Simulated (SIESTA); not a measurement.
Runs of SIESTA 5.4.2 on ZrC. It takes space group Fm-3m (No. 225, cubic). The conventional cell has a = 4.730 Å, b = 4.730 Å, c = 4.730 Å, α = 90.00°, β = 90.00°, γ = 90.00°. Around Zr (site symmetry m-3m) lie 6 C at 2.37 Å. Around C (site symmetry m-3m) lie 6 Zr at 2.37 Å. 

```csv
level,potentials or basis,gap on the mesh (eV),pressure (GPa)
BLYP,"PseudoDojo 0.4 standard (PBE files), DZP (energy shift 0.003 Ry; two zetas on semicore shells)",none,6.7
LDA,"PseudoDojo 0.4 standard (LDA files), DZP (energy shift 0.003 Ry; two zetas on semicore shells)",none,(b)
WC,"PseudoDojo 0.4 standard (PBEsol files), DZP (energy shift 0.003 Ry; two zetas on semicore shells)",none,(a)
PW91,"PseudoDojo 0.4 standard (PBE files), DZP (energy shift 0.003 Ry; two zetas on semicore shells)",none,-0.9
revPBE,"PseudoDojo 0.4 standard (PBE files), DZP (energy shift 0.003 Ry; two zetas on semicore shells)",none,0.9
```

Alike in all rows: task band structure; no spin polarisation; cell as given; k mesh 10 × 10 × 10; smearing fermi-dirac 0.05 eV; grid cutoff 800 Ry; energy shift 0.003 Ry.

**Question.** Fill in the values left out.

**Answer.** (a) -5.7; (b) -10.3.

Caveats: the basis of atomic orbitals isn't converged, which shifts pressures, moduli and gaps; the potentials were made for another functional, which shifts forces and pressure (some runs).

A k mesh can miss the band edges, and the runs leave out spin-orbit coupling on Zr.

A gap of «none» marks a metal or a gap under the smearing width.

Runs at the PBE level aren't shown here.
